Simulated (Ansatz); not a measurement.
The calculation used DFT PBE, scalar-relativistic, plane waves, PAW (Ansatz). All cells share a 420 eV cutoff and Γ-centred k meshes spaced at most about 0.3 Å⁻¹ (about 0.25 or finer for metals, 2π included). No spin polarisation.

All energies are static (0 K, no zero-point motion).

Compare these two cells of Mg5Te3, each relaxed at this level.

A.

```
CELL_PARAMETERS angstrom
3.90973 0.00000 0.00000
0.00000 3.90973 0.00000
0.00000 0.00000 13.26955
ATOMIC_POSITIONS crystal
Mg 0.00000 0.00000 0.87519
Mg 0.00000 0.00000 0.12481
Mg 0.00000 0.00000 0.38025
Mg 0.00000 0.00000 0.61975
Mg 0.50000 0.50000 0.00000
Te 0.50000 0.50000 0.21640
Te 0.50000 0.50000 0.50000
Te 0.50000 0.50000 0.78360
```

B.

```
CELL_PARAMETERS angstrom
6.02255 0.00000 0.00000
0.00000 6.02255 0.00000
0.00000 0.00000 6.02255
ATOMIC_POSITIONS crystal
Mg 0.00000 0.50000 0.50000
Mg 0.50000 0.00000 0.50000
Mg 0.50000 0.50000 0.00000
Mg 0.00000 0.00000 0.00000
Mg 0.50000 0.50000 0.50000
Te 0.50000 0.00000 0.00000
Te 0.00000 0.50000 0.00000
Te 0.00000 0.00000 0.50000
```

Problem. Which would you expect to be lower, and how large is the difference?

Solution. B is lower, by 31 meV/atom. A has space group P4/mmm (No. 123), 25.4 Å³/atom and no gap on its mesh; B has space group Pm-3m (No. 221), 27.3 Å³/atom and no gap. Counting Te atoms around Mg (those within 1.25 times the shortest such distance or 1.15 times the sum of covalent radii, 1.27 where that leaves under three; a plus sign parts nearer from farther groups; the shortest distance is added where it exceeds 1.18 times the sum of covalent radii; a slash parts the counts of unlike sites), A has Mg 2/4/4+4 and B has Mg 4/6/12 from 4.3 Å. The lower one is the more open, so pressure narrows the difference. Both come from invented guesses. The lowest form computed isn't among them: it has space group R3m (No. 160), 30.4 Å³/atom and lies 16 meV/atom below the best shown.

Spin–orbit coupling, which can matter for Te, is left out. Cells relaxed within their symmetry can be saddle points. Some candidate types were left out of the draw beforehand, so a known form may be missing.
